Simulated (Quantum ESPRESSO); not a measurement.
Runs of Quantum ESPRESSO 7.5 on Mo. The structure is cubic, space group Im-3m (No. 229). Conventional cell: a = 3.168 Å, b = 3.168 Å, c = 3.168 Å, α = 90.00°, β = 90.00°, γ = 90.00°. Around Mo (site symmetry m-3m) lie 8 Mo at 2.74 Å. 

| task | level | potentials or basis | U | cell | k mesh | smearing | start of the occupations | hubbard projectors | form of the LDA correlation | mixing beta | q mesh | gap on the mesh (eV) | pressure (GPa) |
| --- | --- | --- | --- | --- | --- | --- | --- | --- | --- | --- | --- | --- | --- |
| Hubbard U by linear response | LDA+U | GBRV 1.5 LDA | Mo d U = 6.0 eV | as given | 10 × 10 × 10 | cold 0.2 eV | default | ortho-atomic | PZ81 | 0.3 | 2 × 2 × 2 | none | (a) |
| Hubbard U by linear response | LDA+U | GBRV 1.5 LDA | Mo d U = 0.0001 eV | as given | 10 × 10 × 10 | cold 0.2 eV | default | ortho-atomic | PZ81 | 0.3 | 2 × 2 × 2 | none | -14.9 |
| Hubbard U by linear response | LDA+U | GBRV 1.5 LDA | Mo d U = 2.0 eV | as given | 10 × 10 × 10 | cold 0.2 eV | default | ortho-atomic | PZ81 | 0.3 | 2 × 2 × 2 | none | -13.6 |
| Hubbard U by linear response | LDA+U | GBRV 1.5 LDA | Mo d U = 4.0 eV | as given | 10 × 10 × 10 | cold 0.2 eV | default | ortho-atomic | PZ81 | 0.3 | 2 × 2 × 2 | none | (b) |
| phonons and electron-phonon coupling | PBE | GBRV 1.5 PBE | - | relaxed | 12 × 12 × 12 | methfessel-paxton 0.272 eV | - | - | - | 0.5 | 4 × 4 × 4 | none | 0.0 |
| Hubbard U by linear response | LDA+U | GBRV 1.5 LDA | Mo d U = 8.0 eV | as given | 10 × 10 × 10 | cold 0.2 eV | default | ortho-atomic | PZ81 | 0.3 | 2 × 2 × 2 | none | 4.1 |

Alike in all rows: no spin polarisation; cutoff (eV) 612.

Task: Fill in the values left out.

Result: (a) -6.4; (b) -11.0.

Caveats: the computed U isn't converged in cell size (some runs); U without spin polarisation on a metal has little footing (some runs); the U is typed as a test and isn't derived for this compound (some runs); λ from interpolated matrix elements is rough: modes that symmetry makes equal can differ by tens of percent (some runs).

A k mesh can miss the band edges, and the runs leave out spin-orbit coupling on Mo.

A gap of «none» marks a metal or a gap under the smearing width.
